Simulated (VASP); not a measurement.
# Settings for MgO: optical spectrum of independent particles

MgO, Fm-3m (no. 225), 2 atoms in the cell. PBE, independent-particle dielectric function; PAW potentials Mg, O (PBE set). VASP 6.6.1.

Wanted: ε at zero frequency, electronic within 1 %; spectrum (imaginary part of ε) within 10 %.

POSCAR:
```
MgO
1.0
    0.0000000000      2.0970013927      2.0970013927
    2.0970013927      0.0000000000      2.0970013927
    2.0970013927      2.0970013927      0.0000000000
Mg O
1 1
Direct
    0.0000000000      0.0000000000      0.0000000000
    0.5000000000      0.5000000000      0.5000000000
```

The series start from Bands in all (NBANDS): 14; Plane-wave cutoff (eV): 450; Energy points: 2000; k mesh: 11 × 11 × 11; Precision mode: Accurate; Electronic algorithm: Normal. Each series keeps the choices made before it, and each single choice may use up half of a tolerance. Times cover all steps of a run.

## Bands in all (NBANDS)

| Bands in all (NBANDS) | ε at zero frequency, electronic | Spectrum (imaginary part of ε), largest deviation against the largest value | Time (s) |
|---|---|---|---|
| 7 | 2.842 | 32 % | 3.6 |
| 10 | 3.077 | 1.7 % | 3.6 |
| 14 | 3.124 | 1.9 % | 3.8 |
| 20 | 3.154 | 1.7 % | 4.0 |
| 28 | 3.162 | 1 % | 4.2 |
| 44 (reference) | 3.172 | 0 % | 4.8 |

## Plane-wave cutoff (eV)

| Plane-wave cutoff (eV) | ε at zero frequency, electronic | Spectrum (imaginary part of ε), largest deviation against the largest value | Time (s) |
|---|---|---|---|
| 240 | 3.123 | 21 % | 2.7 |
| 300 | 3.13 | 19 % | 3.2 |
| 360 | 3.147 | 9.2 % | 3.5 |
| 450 | 3.162 | 1 % | 4.2 |
| 540 (reference) | 3.165 | 0 % | 4.5 |

## Energy points

| Energy points | ε at zero frequency, electronic | Spectrum (imaginary part of ε), largest deviation against the largest value | Time (s) |
|---|---|---|---|
| default | 3.162 | 3.7 % | 4.1 |
| 2000 | 3.162 | 0.23 % | 4.2 |
| 4000 (reference) | 3.162 | 0 % | 4.7 |

## k mesh

| k mesh | ε at zero frequency, electronic | Spectrum (imaginary part of ε), largest deviation against the largest value | Time (s) |
|---|---|---|---|
| 5 × 5 × 5 | 3.227 | 92 % | 3.3 |
| 6 × 6 × 6 | 3.183 | 48 % | 3.3 |
| 8 × 8 × 8 | 3.165 | 51 % | 3.6 |
| 11 × 11 × 11 | 3.162 | 22 % | 4.1 |
| 14 × 14 × 14 | 3.162 | 21 % | 4.8 |
| 18 × 18 × 18 | 3.162 | 11 % | 6.4 |
| 22 × 22 × 22 | 3.162 | 7 % | 8.7 |
| 26 × 26 × 26 (reference) | 3.162 | 0 % | 12 |

## Precision mode

| Precision mode | ε at zero frequency, electronic | Spectrum (imaginary part of ε), largest deviation against the largest value | Time (s) |
|---|---|---|---|
| Accurate | 3.162 | 0 % | 12 |
| Normal | 3.162 | 0.036 % | 6.8 |
| Single | 3.162 | 0.036 % | 11 |

## Electronic algorithm

| Electronic algorithm | ε at zero frequency, electronic | Spectrum (imaginary part of ε), largest deviation against the largest value | Time (s) |
|---|---|---|---|
| Normal | 3.162 | 0 % | 6.8 |
| Fast | 3.162 | 0.29 % | 6.6 |
| Exact | 3.162 | 0.64 % | 88 |

## Question

The rows run from the loosest to the tightest (no order: precision mode, electronic algorithm). For each series: choose the loosest value from which every tighter one stays within half of the tolerance; where there is no order, keep the first row unless others stay within half of the tolerance and take at least 30 % less time, and then take the fastest.

## Answer

- Bands in all (NBANDS): 28
- Plane-wave cutoff (eV): 450
- Energy points: default
- k mesh: 26 × 26 × 26, the tightest run, since the next looser one is off by more than half of the tolerance (convergence isn't shown beyond it)
- Precision mode: Normal
- Electronic algorithm: Normal

## All choices together

| Input | ε at zero frequency, electronic | Spectrum (imaginary part of ε), largest deviation against the largest value | Time (s) |
|---|---|---|---|
| all settings of the optics step left to the defaults, ground-state mesh (naive) | 2.986 | 11 % | 3.5 |
| chosen settings | 3.162 | 1.2 % | 6.8 |
| reference settings throughout | 3.175 | 0 % | 19 |

The chosen settings stay within the tolerance of the reference run, but the reference itself isn't shown to be converged in: k mesh.

## The input

INCAR.step1:
```
  PREC = Normal
  ENCUT = 450
  ISMEAR = 0
  SIGMA = 0.02
  EDIFF = 1E-7
  LASPH = T
  KPAR = 4
  LWAVE = F
  LCHARG = T
  GGA = PE
```

INCAR.step2:
```
  PREC = Normal
  ENCUT = 450
  ISMEAR = 0
  SIGMA = 0.05
  EDIFF = 1E-6
  LASPH = T
  KPAR = 4
  LWAVE = F
  LCHARG = F
  ICHARG = 11
  LOPTICS = T
  NBANDS = 28
  CSHIFT = 0.1
  ALGO = Normal
  GGA = PE
```

KPOINTS.step1:
```
k-points
0
Gamma
  11 11 11
```

KPOINTS.step2:
```
Automatic mesh
0
Gamma
  26 26 26
  0 0 0
```

Commands (each step's output is kept before the next begins):
```
cat potpaw_PBE.64/Mg/POTCAR potpaw_PBE.64/O/POTCAR > POTCAR
cp INCAR.step1 INCAR
cp KPOINTS.step1 KPOINTS
mpirun -np 4 vasp_std > vasp.out
cp INCAR.step2 INCAR
cp KPOINTS.step2 KPOINTS
mpirun -np 4 vasp_std > vasp.out
```

Limits: The pull between electron and hole is left out; the onset follows the functional's gap, which semilocal functionals usually make too small.

The chosen input took VASP 6.6.1 6.8 s on 4 cores (Intel Xeon 6975P-C (Granite Rapids)), a shared host.

## An input that fails: CSHIFT 1.5

It runs to its end, but against the unchanged starting input it is off by 1.4 % in the ε at zero frequency, electronic, 55 % in the spectrum (imaginary part of ε).

Changes against the starting input:
```
(step 2)
- CSHIFT = 0.1
+ CSHIFT = 1.5
```
